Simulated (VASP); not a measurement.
# GaSe (P6_3/mmc) in VASP: further runs, part 2 of 2

VASP 6.6.1. Earlier steps stand in the parts before.

## Step 3: Relaxation of cell and atoms, PBE+D3(BJ)

This run uses another cell than the first one, of 24.13 Å³/atom, 0.981 times its volume.

The input, INCAR:

```
  ALGO = Normal
  EDIFF = 1E-6
  EDIFFG = -0.01
  ENCUT = 600
  GGA = PE
  IBRION = 2
  ISIF = 3
  ISMEAR = 0
  IVDW = 12
  KPAR = 4
  LASPH = T
  LCHARG = F
  LREAL = F
  LWAVE = F
  NELM = 80
  NSW = 90
  PREC = Accurate
  SIGMA = 0.03
```

The input, KPOINTS:

```
k-points
0
Gamma
  12 12 2
```

The input, POSCAR:

```
GaSe
1.0
    3.7420000000      0.0000000000      0.0000000000
   -1.8710000000      3.2406670610      0.0000000000
    0.0000000000      0.0000000000     15.9190000000
Ga Se
4 4
Direct
    0.3333333333      0.6666666667      0.1770000000
    0.6666666667      0.3333333333      0.6770000000
    0.3333333333      0.6666666667      0.3230000000
    0.6666666667      0.3333333333      0.8230000000
    0.3333333333      0.6666666667      0.6000000000
    0.6666666667      0.3333333333      0.1000000000
    0.3333333333      0.6666666667      0.9000000000
    0.6666666667      0.3333333333      0.4000000000
```

Potentials or basis: VASP PAW PBE potentials, release 64 (Ga_d, Se).

Started as:

```
$ cat potpaw_PBE.64/Ga_d/POTCAR potpaw_PBE.64/Se/POTCAR > POTCAR
$ mpirun -np 4 vasp_std > vasp.out
```

Wall time 14 min (4 MPI ranks of Intel Xeon 6975P-C (Granite Rapids), shared host); peak memory 0.58 GiB.

The run converged. Its results:

| Property | Result |
| --- | --- |
| Free energy | -32.5553 eV |
| Relaxed volume | 24.59 Å³/atom |
| Relaxed cell | a = 3.771 Å, b = 3.771 Å, c = 15.971 Å, α = 90.00°, β = 90.00°, γ = 120.00° |
| Space group after relaxing (to 0.05 Å) | P6_3/mmc (No. 194) |
| Energy gained by relaxing | 16.5 meV/atom |
| Ionic steps | 17 |
| Pressure after relaxing | 0.0 GPa |
| Largest force after relaxing | 0.007 eV/Å |
| Band gap on the k mesh | 0.85 eV, direct |
| Dispersion energy per atom | -0.290 eV |

Forces on the atoms (eV/Å):
```
Ga   0.000  0.000  0.007
Ga   0.000  0.000  0.007
Ga   0.000  0.000 -0.007
Ga   0.000  0.000 -0.007
Se   0.000  0.000  0.001
Se   0.000  0.000  0.001
Se   0.000  0.000 -0.001
Se   0.000  0.000 -0.001
```

The path:
```
step  energy change (eV)  largest force (eV/Å)  pressure (GPa)  volume (Å³)
   1              0.0000                1.2153            1.03       193.04
   2             -0.1051                0.3865            0.37       197.38
   3             -0.1232                0.0169            0.45       196.11
   4             -0.1231                0.0246            0.51       196.05
   5             -0.1284                0.0639           -0.18       198.18
   6             -0.1284                0.0648           -0.15       198.15
   7             -0.1302                0.0166           -0.05       198.01
   8             -0.1304                0.0296           -0.02       197.94
   9             -0.1305                0.0251            0.00       197.84
  10             -0.1307                0.0337           -0.01       197.68
  11             -0.1308                0.0293           -0.02       197.62
  12             -0.1311                0.0158            0.00       197.43
  13             -0.1315                0.0123            0.01       197.05
  14             -0.1315                0.0202           -0.02       196.93
  15             -0.1315                0.0368            0.01       196.69
  16             -0.1315                0.0242           -0.01       196.87
  17             -0.1316                0.0073           -0.01       196.69
```

Final structure:
```
Ga Se
1.0
     3.77098    0.00000    0.00000
    -1.88549    3.26576    0.00000
     0.00000    0.00000   15.97129
Ga Se
4 4
Direct
  0.33333 0.66667 0.17344
  0.66667 0.33333 0.67344
  0.33333 0.66667 0.32656
  0.66667 0.33333 0.82656
  0.33333 0.66667 0.59951
  0.66667 0.33333 0.09951
  0.33333 0.66667 0.90049
  0.66667 0.33333 0.40049
```

Levels at points of the mesh, in eV from the valence-band top:
| k point | band 36 | band 37 | band 38 | band 39 | band 40 | band 41 |
| --- | --- | --- | --- | --- | --- | --- |
| (0.00, 0.00, 0.00) | -1.20 | -1.20 | 0.00 | 0.85 | 1.86 | 2.12 |
| (0.50, 0.00, 0.00) | -2.36 | -2.28 | -1.85 | 1.01 | 1.25 | 1.80 |
| (0.00, 0.00, 0.50) | -1.24 | -0.90 | -0.90 | 1.51 | 1.51 | 2.17 |
| (0.50, 0.00, 0.50) | -2.43 | -2.16 | -2.16 | 1.35 | 1.35 | 1.57 |

A k mesh can miss the band edges. PBE gaps usually lie below the measured ones, often by a third to a half.

## Step 4: Relaxation of cell and atoms, PBE+D3(BJ)

Changes to INCAR since step 3:

```diff
@@ -1,4 +1,4 @@
   ALGO = Normal
-  EDIFF = 1E-6
-  EDIFFG = -0.01
+  EDIFF = 1E-7
+  EDIFFG = -0.005
   ENCUT = 600
```

KPOINTS is that of step 3.

The input, POSCAR:

```
GaSe                                    
1.0
    3.7709758337      0.0000000000     -0.0000000000
   -1.8854879168      3.2657608690     -0.0000000000
    0.0000000000      0.0000000000     15.9712918297
  Ga              Se            
     4     4
Direct
     0.3333333332999970    0.6666666667000030    0.1734410702058591
     0.6666666667000030    0.3333333332999970    0.6734410702058590
     0.3333333332999970    0.6666666667000030    0.3265589297941410
     0.6666666667000030    0.3333333332999970    0.8265589297941410
     0.3333333332999970    0.6666666667000030    0.5995059460791368
     0.6666666667000030    0.3333333332999970    0.0995059460791369
     0.3333333332999970    0.6666666667000030    0.9004940539208632
     0.6666666667000030    0.3333333332999970    0.4004940539208631
```

Started as:

```
$ cat potpaw_PBE.64/Ga_d/POTCAR potpaw_PBE.64/Se/POTCAR > POTCAR
$ mpirun -np 4 vasp_std > vasp.out
```

Run time: 2.1 min. Hardware: 4 MPI ranks of Intel Xeon 6975P-C (Granite Rapids), shared host; peak memory 0.57 GiB.

The run converged. Its results:

```
Free energy                            : -32.5558 eV
Relaxed volume                         : 24.58 Å³/atom
Relaxed cell                           : a = 3.771 Å, b = 3.771 Å, c = 15.967 Å, α = 90.00°, β = 90.00°, γ = 120.00°
Space group after relaxing (to 0.05 Å) : P6_3/mmc (No. 194)
Energy gained by relaxing              : 0.0 meV/atom
Ionic steps                            : 2
Pressure after relaxing                : 0.0 GPa
Band gap on the k mesh                 : 0.85 eV, direct
Dispersion energy per atom             : -0.290 eV
```

Final structure:
```cif
data_structure
_symmetry_space_group_name_H-M 'P 1'
_symmetry_Int_Tables_number 1
_cell_length_a 3.7710
_cell_length_b 3.7710
_cell_length_c 15.9667
_cell_angle_alpha 90.000
_cell_angle_beta 90.000
_cell_angle_gamma 120.000
_cell_volume 196.63
loop_
_atom_site_label
_atom_site_type_symbol
_atom_site_fract_x
_atom_site_fract_y
_atom_site_fract_z
_atom_site_occupancy
Ga1 Ga 0.33333 0.66667 0.17346 1
Ga2 Ga 0.66667 0.33333 0.67346 1
Ga3 Ga 0.33333 0.66667 0.32654 1
Ga4 Ga 0.66667 0.33333 0.82654 1
Se1 Se 0.33333 0.66667 0.59951 1
Se2 Se 0.66667 0.33333 0.09951 1
Se3 Se 0.33333 0.66667 0.90049 1
Se4 Se 0.66667 0.33333 0.40049 1
```

Levels at points of the mesh, in eV from the valence-band top:
| k point | band 35 | band 36 | band 37 | band 38 | band 39 | band 40 | band 41 | band 42 |
| --- | --- | --- | --- | --- | --- | --- | --- | --- |
| (0.00, 0.00, 0.00) | -1.32 | -1.20 | -1.20 | 0.00 | 0.85 | 1.86 | 2.12 | 2.24 |
| (0.50, 0.00, 0.00) | -2.46 | -2.36 | -2.28 | -1.85 | 1.01 | 1.25 | 1.79 | 1.82 |
| (0.00, 0.00, 0.50) | -1.24 | -1.24 | -0.90 | -0.90 | 1.51 | 1.51 | 2.17 | 2.17 |
| (0.50, 0.00, 0.50) | -2.43 | -2.43 | -2.16 | -2.16 | 1.35 | 1.35 | 1.57 | 1.57 |

## Step 5: Relaxation of cell and atoms, PBEsol

This run uses another cell than the first one, of 24.13 Å³/atom, 0.981 times its volume.

The input, INCAR:

```
PREC = Accurate
ENCUT = 600
EDIFF = 1E-6
ISMEAR = 0
SIGMA = 0.03
LREAL = F
LASPH = T
NELM = 80
ALGO = Normal
ISIF = 3
LWAVE = F
LCHARG = F
GGA = PS
IBRION = 2
NSW = 90
EDIFFG = -0.01
KPAR = 2
```

The input, KPOINTS:

```
regular mesh
0
Gamma
  12 12 2
```

The input, POSCAR:

```
GaSe
1.0
    3.7420000000      0.0000000000      0.0000000000
   -1.8710000000      3.2406670610      0.0000000000
    0.0000000000      0.0000000000     15.9190000000
Ga Se
4 4
Direct
    0.3333333333      0.6666666667      0.1770000000
    0.6666666667      0.3333333333      0.6770000000
    0.3333333333      0.6666666667      0.3230000000
    0.6666666667      0.3333333333      0.8230000000
    0.3333333333      0.6666666667      0.6000000000
    0.6666666667      0.3333333333      0.1000000000
    0.3333333333      0.6666666667      0.9000000000
    0.6666666667      0.3333333333      0.4000000000
```

Started as:

```
$ cat potpaw_PBE.64/Ga_d/POTCAR potpaw_PBE.64/Se/POTCAR > POTCAR
$ mpirun -np 2 vasp_std > vasp.out
```

It took 29 min on 2 MPI ranks of AMD EPYC 9R45 (Zen 5), shared host; peak memory 0.53 GiB.

It converged, with:

```yaml
Free_energy: -33.2521 eV
Relaxed_volume: 24.92 Å³/atom
Relaxed_cell: a = 3.746 Å, b = 3.746 Å, c = 16.401 Å, α = 90.00°, β = 90.00°, γ = 120.00°
Space_group_after_relaxing_to_0.05_Å: P6_3/mmc (No. 194)
Energy_gained_by_relaxing: 16.3 meV/atom
Ionic_steps: 26
Pressure_after_relaxing: 0.0 GPa
Largest_force_after_relaxing: 0.007 eV/Å
Band_gap_on_the_k_mesh: 1.05 eV, direct
```

Forces on the atoms (eV/Å):
```
Ga   0.000  0.000  0.000
Ga   0.000  0.000  0.000
Ga   0.000  0.000  0.000
Ga   0.000  0.000  0.000
Se   0.000  0.000  0.007
Se   0.000  0.000  0.007
Se   0.000  0.000 -0.007
Se   0.000  0.000 -0.007
```

Step by step:
```tsv
step	energy change (eV)	largest force (eV/Å)	pressure (GPa)	volume (Å³)
1	0.0000	1.2142	0.16	193.04
2	-0.0961	0.4665	0.80	193.69
3	-0.1204	0.0316	0.57	193.49
4	-0.1246	0.0839	-0.14	195.77
5	-0.1246	0.0792	0.08	195.58
6	-0.1246	0.0832	-0.19	195.72
7	-0.1246	0.0809	-0.04	195.65
8	-0.1259	0.0469	0.02	195.75
9	-0.1261	0.0434	0.07	195.90
10	-0.1262	0.0316	0.03	195.84
11	-0.1266	0.0177	0.05	195.99
12	-0.1272	0.0345	-0.02	196.43
13	-0.1273	0.0538	-0.02	196.61
14	-0.1275	0.0520	-0.01	196.65
15	-0.1279	0.0459	-0.01	196.77
16	-0.1285	0.0337	0.00	197.02
17	-0.1294	0.0092	0.09	197.52
18	-0.1296	0.0389	0.22	198.51
19	-0.1297	0.0229	0.19	198.19
20	-0.1300	0.0145	0.06	198.85
21	-0.1300	0.0123	0.04	199.05
22	-0.1300	0.0086	0.00	199.43
23	-0.1300	0.0105	0.04	199.28
24	-0.1300	0.0084	-0.06	199.39
25	-0.1300	0.0099	0.01	199.31
26	-0.1301	0.0067	-0.02	199.33
```

Final structure:
```yaml
crystal:
  lattice:
    - [3.74619, 0.00000, 0.00000]
    - [-1.87310, 3.24430, 0.00000]
    - [0.00000, 0.00000, 16.40089]
  atoms:
    - { symbol: Ga, position: [0.33333, 0.66667, 0.17584] }
    - { symbol: Ga, position: [0.66667, 0.33333, 0.67584] }
    - { symbol: Ga, position: [0.33333, 0.66667, 0.32416] }
    - { symbol: Ga, position: [0.66667, 0.33333, 0.82416] }
    - { symbol: Se, position: [0.33333, 0.66667, 0.60414] }
    - { symbol: Se, position: [0.66667, 0.33333, 0.10414] }
    - { symbol: Se, position: [0.33333, 0.66667, 0.89586] }
    - { symbol: Se, position: [0.66667, 0.33333, 0.39586] }
```

Levels at points of the mesh, in eV from the valence-band top:
```tsv
k point	band 34	band 35	band 36	band 37	band 38	band 39	band 40	band 41	band 42	band 43
(0.00, 0.00, 0.00)	-1.12	-1.12	-1.04	-1.04	0.00	1.05	1.93	2.28	2.36	4.10
(0.50, 0.00, 0.00)	-2.40	-2.26	-2.26	-2.20	-1.81	1.24	1.38	1.83	1.91	3.62
(0.00, 0.00, 0.50)	-1.07	-1.07	-1.07	-0.79	-0.79	1.61	1.61	2.32	2.32	4.13
(0.50, 0.00, 0.50)	-2.41	-2.31	-2.31	-2.04	-2.04	1.50	1.50	1.67	1.67	3.57
```

Caveat: the PAW data sets were made with another functional, which shifts forces and pressure a little; this functional lacks dispersion, which binds the layers, so the pressure and a relaxed spacing across them are unreliable.
